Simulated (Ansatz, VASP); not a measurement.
Ca in VASP and in Ansatz

Contents of INCAR:

```
PREC = Accurate ; ENCUT = 520
EDIFF = 1E-7 ; ISMEAR = 0
SIGMA = 0.15 ; LREAL = F
LASPH = T ; NELM = 80
ALGO = Fast ; ISIF = 2
LWAVE = F ; LCHARG = F
GGA = PS ; NBANDS = 11
```

File KPOINTS:

```
Automatic mesh
0
Gamma
  16 16 16
```

POSCAR

```
Ca
1.0
   -2.3296000000      2.3296000000      2.1504000000
    2.3296000000     -2.3296000000      2.1504000000
    2.3296000000      2.3296000000     -2.1504000000
Ca
1
Direct
    0.0000000000      0.0000000000      0.0000000000
```

Input for Ansatz:

```yaml
crystal:
  lattice:
    - [-2.3296, 2.3296, 2.1504]
    - [2.3296, -2.3296, 2.1504]
    - [2.3296, 2.3296, -2.1504]
  atoms:
    - { symbol: Ca, position: [0.0, 0.0, 0.0] }
basis:
  ecutwfc: 420
kpoints:
  mp_grid: { grid: [16, 16, 16] }
hamiltonian:
  xc: pbesol
scf:
  occupations: { method: gaussian, width: 0.15 }
output:
  forces: true
  stress: true
  eigenvalues: true
```

Change from the starting cell: strain +0.040 along x and y, -0.040 along z, atoms carried along.

Alike in both runs: task single point; functional PBEsol; k mesh 16 × 16 × 16; occupations gaussian, width 0.15 eV; no spin polarisation.

|  | VASP | Ansatz |
| --- | --- | --- |
| version | VASP 6.6.1 | Ansatz 0.2.0 |
| potentials or method | VASP PAW PBE potentials, release 64 (Ca_sv) | scalar-relativistic, plane waves, PAW |
| plane-wave cutoff (eV) | 520 | 420 |
| valence electrons in the cell | 10 | 10 |

Ansatz gave:

- gap on the k mesh at the Fermi level (eV): none
- pressure (GPa): -2.0
- largest component of the traceless stress (GPa): 0.11

Question: Estimate VASP's values.

Answer: gap on the k mesh at the Fermi level (eV): none; pressure (GPa): -2.0; largest component of the traceless stress (GPa): 0.10.

A gap of «none» marks a metal or a gap that the smearing closes.

Caveats: the PAW data sets were made with another functional, which shifts forces and pressure a little (VASP).
